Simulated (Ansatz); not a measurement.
# GaN: relaxation of cell and atoms with r2SCAN+D3(BJ)

The system is GaN.

```
CELL_PARAMETERS angstrom
3.18000 0.00000 0.00000
-1.59000 2.75396 0.00000
0.00000 0.00000 5.16600
ATOMIC_POSITIONS crystal
Ga 0.66667 0.33333 0.50000
Ga 0.33333 0.66667 0.00000
N 0.66667 0.33333 0.87500
N 0.33333 0.66667 0.37500
```

```
Program             : Ansatz 0.2.0
Task                : relaxation of cell and atoms
Functional          : r2SCAN
Dispersion          : D3(BJ)
Potentials or basis : Ansatz PAW
Cutoff              : 500 eV (not typed: the program's choice for these potentials)
k mesh              : 10 × 10 × 5
Occupations         : fermi-dirac, width 0.05 eV
Spin                : no spin polarisation
```

The relaxed volume is 11.27 Å³/atom and the relaxed cell is a = 3.174 Å, b = 3.174 Å, c = 5.169 Å, α = 90.00°, β = 90.00°, γ = 120.00°. The space group after relaxing (to 0.05 Å) is P6_3mc (No. 186). The energy gained by relaxing is 0.5 meV/atom and the ionic steps are 5. The pressure after relaxing is 0.0 GPa and the band gap on the k mesh is 2.41 eV, direct.

The path:
```csv
step,energy change (eV),largest force (eV/Å),volume (Å³)
1,0.0000,0.1420,45.24
2,-0.0013,0.1002,45.15
3,-0.0021,0.0186,45.07
4,-0.0022,0.0014,45.09
5,-0.0021,0.0014,45.09
```

Final structure:
```yaml
crystal:
  lattice:
    - [3.17373, 0.00000, 0.00000]
    - [-1.58686, 2.74853, 0.00000]
    - [0.00000, 0.00000, 5.16878]
  atoms:
    - { symbol: Ga, position: [0.66667, 0.33333, 0.49914] }
    - { symbol: Ga, position: [0.33333, 0.66667, 0.99914] }
    - { symbol: N, position: [0.66667, 0.33333, 0.87586] }
    - { symbol: N, position: [0.33333, 0.66667, 0.37586] }
```

Levels at points of the mesh, in eV from the valence-band top:
```
            k point  band 16  band 17  band 18  band 19  band 20  band 21
 (0.00, 0.00, 0.00)    -0.04     0.00     0.00     2.41     4.90    10.02
(0.00, -0.50, 0.00)    -2.87    -2.27    -1.04     5.62     6.19     6.59
```

Run time: 15 s on 2 threads of Intel(R) Xeon(R) Platinum 8559C (Emerald Rapids), on a shared host, peak memory 0.62 GiB.

Caveat: odd divisions of the mesh miss points on the zone boundary, where band edges often lie, so the gap on the mesh can be too wide; the plane-wave basis is chosen anew once the cell has moved, so the energies of steps on either side of that aren't comparable; the PAW data sets come from PBE, with cores solved anew for the run's functional, which leaves a small shift of forces and pressure; the dispersion damping was fitted for another functional or another form of the correction. r2SCAN opens gaps a little over a GGA but as a rule still falls short of measured ones.
